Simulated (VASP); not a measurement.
# Mg (P6_3/mmc) in VASP: relaxation of cell and atoms with r2SCAN

Aim: the relaxation of cell and atoms of Mg with r2SCAN.

Everything below comes from runs of VASP 6.6.1. Logs are shortened: lines on timing, memory, paths and dates and some standing lists are left out, and cuts for length are marked.

## (1) Starting point

Symmetry: P6_3/mmc, No. 194, hexagonal system. Conventional cell: a = 3.209 Å, b = 3.209 Å, c = 5.210 Å, α = 90.00°, β = 90.00°, γ = 120.00°. Around Mg (site symmetry -6m2) lie 12 Mg at 3.20 to 3.21 Å.

## (2) Relaxation of cell and atoms, r2SCAN

INCAR reads:

```
PREC = Accurate
ENCUT = 600
EDIFF = 1E-7
ISMEAR = 0
SIGMA = 0.1
LREAL = False
LASPH = True
NELM = 80
ALGO = Normal
ISIF = 3
LWAVE = False
LCHARG = False
METAGGA = R2SCAN
LMIXTAU = True
IBRION = 2
NSW = 80
EDIFFG = -0.004
```

KPOINTS reads:

```
regular mesh
0
Gamma
  15 15 8
```

POSCAR reads:

```
Mg
1.0
    3.2093000000      0.0000000000      0.0000000000
   -1.6046500000      2.7793353300      0.0000000000
    0.0000000000      0.0000000000      5.2103000000
Mg
2
Direct
    0.3333333300      0.6666666700      0.2500000000
    0.6666666700      0.3333333300      0.7500000000
```

Potentials or basis: VASP PAW PBE potentials, release 64 (Mg).

On the command line:

```sh
$ cat potpaw_PBE.64/Mg/POTCAR > POTCAR
$ mpirun -np 1 vasp_std > vasp.out
```

OUTCAR:

```text
PREC = Accurate
   ENCUT = 600
   EDIFF = 1E-7
   ISMEAR = 0
   LREAL = False
   LASPH = True
   NELM = 80
   ISIF = 3
   METAGGA = R2SCAN
   IBRION = 2
   NSW = 80
   EDIFFG = -0.004

 ion  position               nearest neighbor table
   1  0.333  0.667  0.250-   2 3.20   2 3.20   2 3.20   2 3.20   2 3.20   2 3.20
   2  0.667  0.333  0.750-   1 3.20   1 3.20   1 3.20   1 3.20   1 3.20   1 3.20

  LATTYP: Found a hexagonal cell.
 ALAT       =     3.2093000000
 C/A-ratio  =     1.6235004518

  Lattice vectors:

 A1 = (   3.2093000000,   0.0000000000,   0.0000000000)
 A2 = (  -1.6046500000,   2.7793353300,   0.0000000000)
 A3 = (   0.0000000000,   0.0000000000,   5.2103000000)

Analysis of symmetry for initial positions (statically):
=====================================================================
 Subroutine PRICEL returns:
 Original cell was already a primitive cell.

 Routine SETGRP: Setting up the symmetry group for a
 hexagonal supercell.

 Subroutine GETGRP returns: Found 24 space group operations
 (whereof 12 operations were pure point group operations)
 out of a pool of 24 trial point group operations.

The static configuration has the point symmetry D_3d.
 The point group associated with its full space group is D_6h.

Analysis of symmetry for dynamics (positions and initial velocities):
=====================================================================
 Subroutine PRICEL returns:
 Original cell was already a primitive cell.

 Routine SETGRP: Setting up the symmetry group for a
 hexagonal supercell.

 Subroutine GETGRP returns: Found 24 space group operations
 (whereof 12 operations were pure point group operations)
 out of a pool of 24 trial point group operations.

The dynamic configuration has the point symmetry D_3d.
 The point group associated with its full space group is D_6h.

 Subroutine INISYM returns: Found 24 space group operations
 (whereof 12 operations are pure point group operations),
 and found     1 'primitive' translations

----------------------------------------------------------------------------------------

                                     Primitive cell

  volume of cell :      46.4744

  direct lattice vectors                    reciprocal lattice vectors
     3.209300000  0.000000000  0.000000000     0.311594429  0.179899127  0.000000000
    -1.604650000  2.779335330  0.000000000     0.000000000  0.359798254  0.000000000
     0.000000000  0.000000000  5.210300000     0.000000000  0.000000000  0.191927528

  length of vectors
     3.209300000  3.209300001  5.210300000     0.359798255  0.359798254  0.191927528

  position of ions in fractional coordinates (direct lattice)
     0.333333330  0.666666670  0.250000000
     0.666666670  0.333333330  0.750000000

  ion indices of the primitive-cell ions
   primitive index   ion index
                 1           1
                 2           2

----------------------------------------------------------------------------------------

 KPOINTS: regular mesh

Automatic generation of k-mesh.
 Grid dimensions read from file:
 generate k-points for:   15   15    8

 Generating k-lattice:

  Cartesian coordinates                     Fractional coordinates (reciprocal lattice)
     0.020772962  0.011993275  0.000000000     0.066666667 -0.000000000  0.000000000
     0.000000000  0.023986550  0.000000000     0.000000000  0.066666667  0.000000000
     0.000000000  0.000000000  0.023990941     0.000000000  0.000000000  0.125000000

  Length of vectors
     0.023986550  0.023986550  0.023990941

  Shift w.r.t. Gamma in fractional coordinates (k-lattice)
     0.000000000  0.000000000  0.000000000

 Subroutine IBZKPT returns following result:
 ===========================================

 Found    135 irreducible k-points:

 Following reciprocal coordinates:
            Coordinates               Weight
  0.000000  0.000000  0.000000      1.000000
  0.066667  0.000000  0.000000      6.000000
  0.133333  0.000000  0.000000      6.000000
  0.200000  0.000000  0.000000      6.000000
  0.266667  0.000000  0.000000      6.000000
  0.333333  0.000000  0.000000      6.000000
[... 16 lines left out ...]
  0.333333  0.200000  0.000000     12.000000
  0.400000  0.200000  0.000000      6.000000
 [... further k-points ...]
   k-points           NKPTS =    135   k-points in BZ     NKDIM =    135   number of bands    NBANDS=      6
   number of dos      NEDOS =    301   number of ions     NIONS =      2
   total plane-waves  NPLWV =  32928
   dimension x,y,z NGX =    28 NGY =   28 NGZ =   42
   dimension x,y,z NGXF=    56 NGYF=   56 NGZF=   84
   ions per type =               2
   NGX,Y,Z   is equivalent  to a cutoff of  14.50, 14.50, 13.40 a.u.
   NGXF,Y,Z  is equivalent  to a cutoff of  29.01, 29.01, 26.80 a.u.
 SYSTEM =  unknown system
   PREC   = accura    normal or accurate (medium, high low for compatibility)
   ISTART =      0    job   : 0-new  1-cont  2-samecut
   ICHARG =      2    charge: 1-file 2-atom 10-const
   ISPIN  =      1    spin polarized calculation?
   LNONCOLLINEAR =      F non collinear calculations
   LSORBIT =      F    spin-orbit coupling
   LASPH  =      T    aspherical Exc in radial PAW
   ENCUT  =  600.0 eV  44.10 Ry    6.64 a.u.   6.41  6.41 10.41*2*pi/ulx,y,z
   NELM   =     80;   NELMIN=  2; NELMDL= -5     # of ELM steps
   EDIFF  = 0.1E-06   stopping-criterion for ELM
   LREAL  =      F    real-space projection
   EDIFFG = -.4E-02   stopping-criterion for IOM
   NSW    =     80    number of steps for IOM
   IBRION =      2    ionic relax: 0-MD 1-quasi-New 2-CG
   NFREE  =      1    steps in history (QN), initial steepest desc. (CG)
   ISIF   =      3    stress and relaxation
   ISYM   =      2    0-nonsym 1-usesym 2-fastsym
   POTIM  = 0.5000    time-step for ionic-motion
   TEBEG  =    0.0;   TEEND  =   0.0 temperature during run
   PSTRESS=    0.0 pullay stress
   NELECT =       4.0000    total number of electrons
   NUPDOWN=      -1.0000    fix difference up-down
   EMIN   =  10.00;   EMAX   =-10.00  energy-range for DOS
   EFERMI =   0.00;   METHOD = LEGACY
   ISMEAR =     0;   SIGMA  =   0.10  broadening in eV -4-tet -1-fermi 0-gaus
   EFERMI_NEDOS =   21; number of points for ismear=-14 and -15
   IALGO  =     38    algorithm
   IMIX   =      4    mixing-type and parameters
     AMIX     =   0.40;   BMIX     =  1.00
     AMIX_MAG =   1.60;   BMIX_MAG =  1.00
  volume/ion in A,a.u.               =      23.24       156.81
  Fermi-wavevector in a.u.,A,eV,Ry     =   0.722809  1.365911  7.108401  0.522453
  Thomas-Fermi vector in A             =   1.812866
   LORBIT       =      0    0 simple, 1 ext, 2 COOP (PROOUT), +10 PAW based schemes
   METAGGA = R2SCAN    functional components
   LHFCALC =     F    Hartree Fock is set to
   AEXX    =    0.0000 exact exchange contribution
   IVDW    =     0    specifies the selected vdW correction
   LEPSILON=     F    determine dielectric tensor
   LRPA    =     F    only Hartree local field effects (RPA)
 conjugate gradient relaxation of ions
 non-spin polarized calculation
 Gauss-broadening in eV      SIGMA  =   0.10
  energy-cutoff  :      600.00
  volume of cell :       46.47
 maximum number of plane-waves:      1572
 NGX is ok and might be reduce to    28
   NGX = 13   NGY = 13   NGZ = 21

--------------------------------------- Ionic step        1  -------------------------------------------

 number of electron       4.0000000 magnetization

 Free energy of the ion-electron system (eV)
  ---------------------------------------------------
  ext. energy  EPLUGINS =         0.00000000
  ---------------------------------------------------
  free energy    TOTEN  =        -8.29168908 eV

  energy without entropy =       -8.28759802  energy(sigma->0) =       -8.28964355

------------------------ aborting loop because EDIFF is reached ----------------------------------------

  FORCE on cell =-STRESS in cart. coord.  units (eV):
  Direction    XX          YY          ZZ          XY          YZ          ZX
  --------------------------------------------------------------------------------------
  -------------------------------------------------------------------------------------
  Total       -0.3201848     -0.3201848     -0.5567775      0.0000000      0.0000000     -0.0000000
  in kB      -11.0381754    -11.0381754    -19.1945663      0.0000000      0.0000000     -0.0000000
  external PRESSURE =     -13.7569723 kB  Pullay stress =       0.0000000 kB
[... 201 lines left out ...]
  energy  without entropy=       -8.2967439514  energy(sigma->0) =       -8.29859838

--------------------------------------- Ionic step        7  -------------------------------------------

 number of electron       4.0000000 magnetization

 Free energy of the ion-electron system (eV)
  ---------------------------------------------------
  ext. energy  EPLUGINS =         0.00000000
  ---------------------------------------------------
  free energy    TOTEN  =        -8.30045531 eV

  energy without entropy =       -8.29672161  energy(sigma->0) =       -8.29858846

 E-fermi :   2.7772     XC(G=0):  -9.1196

 val. band max:        2.7637372748   @ k =   0.1333   0.1333   0.0000
 cond. band min:       2.8416355495   @ k =   0.2000   0.0667   0.0000
 fundamental gap:      0.0778982748
 Fermi energy:         2.7772364959

 k-point     1 :       0.0000    0.0000    0.0000
  band No.  band energies     occupation
      1      -4.7219      2.00000
      2       0.9226      2.00000
      3       1.7348      2.00000
      4      14.4518      0.00000
      5      14.4518      0.00000
      6      14.6215      0.00000

 k-point     2 :       0.0667    0.0000    0.0000
  band No.  band energies     occupation
      1      -4.6282      2.00000
      2       1.0088      2.00000
      3       1.8236      2.00000
      4      12.5845      0.00000
      5      13.4440      0.00000
      6      14.3097      0.00000
[... 190 lines left out ...]
 k-point    24 :       0.4000    0.2000    0.0000
  band No.  band energies     occupation
      1       0.9164      2.00000
      2       1.0873      2.00000
      3       4.7307      0.00000
      4       6.2257      0.00000
      5       6.5417      0.00000
      6       7.0431      0.00000

 [... further k-points ...]

------------------------ aborting loop because EDIFF is reached ----------------------------------------

  FORCE on cell =-STRESS in cart. coord.  units (eV):
  Direction    XX          YY          ZZ          XY          YZ          ZX
  --------------------------------------------------------------------------------------
  -------------------------------------------------------------------------------------
  Total        0.0034721      0.0034721      0.0044672      0.0000000      0.0000000      0.0000000
  in kB        0.1242245      0.1242245      0.1598299      0.0000000      0.0000000      0.0000000
  external PRESSURE =       0.1360930 kB  Pullay stress =       0.0000000 kB
[... 17 lines left out ...]
  FREE ENERGIE OF THE ION-ELECTRON SYSTEM (eV)
  ---------------------------------------------------
  free  energy   TOTEN  =        -8.3004553077 eV

  energy  without entropy=       -8.2967216077  energy(sigma->0) =       -8.29858846

 reached required accuracy - stopping structural energy minimisation
```

Wall time 12 min (1 thread of Intel Xeon Platinum 8259CL at 2.50GHz (Skylake/Cascade Lake), shared host); peak memory 0.23 GiB.

What came out:

| Quantity | Value |
| --- | --- |
| Free energy | -8.3005 eV |
| Relaxed volume | 22.39 Å³/atom |
| Relaxed cell | a = 3.186 Å, b = 3.186 Å, c = 5.093 Å, α = 90.00°, β = 90.00°, γ = 120.00° |
| Space group after relaxing (to 0.05 Å) | P6_3/mmc (No. 194) |
| Energy gained by relaxing | 4.4 meV/atom |
| Ionic steps | 7 |
| Pressure after relaxing | 0.0 GPa |
| Band gap on the k mesh | none (metal or under the smearing width) |

Step by step:
```csv
step,energy change (eV),largest force (eV/Å),pressure (GPa),volume (Å³)
1,0.0000,0.0000,-1.38,46.47
2,-0.0079,0.0000,-0.31,45.14
3,-0.0084,0.0000,0.04,44.76
4,-0.0084,0.0000,0.07,44.72
5,-0.0087,0.0000,0.04,44.75
6,-0.0088,0.0000,0.01,44.79
7,-0.0088,0.0000,0.01,44.78
```

Final structure:
```
CELL_PARAMETERS angstrom
3.18636 0.00000 0.00000
-1.59318 2.75947 0.00000
0.00000 0.00000 5.09296
ATOMIC_POSITIONS crystal
Mg 0.33333 0.66667 0.25000
Mg 0.66667 0.33333 0.75000
```

Levels at points of the mesh, in eV from the Fermi level:
```
           k point  band 1  band 2  band 3  band 4  band 5
(0.00, 0.00, 0.00)   -7.50   -1.85   -1.04   11.67   11.67
(0.00, 0.00, 0.50)   -5.96   -5.96    5.73    5.73   12.45
```

Caveat: the PAW data sets were made with another functional, which shifts forces and pressure a little.
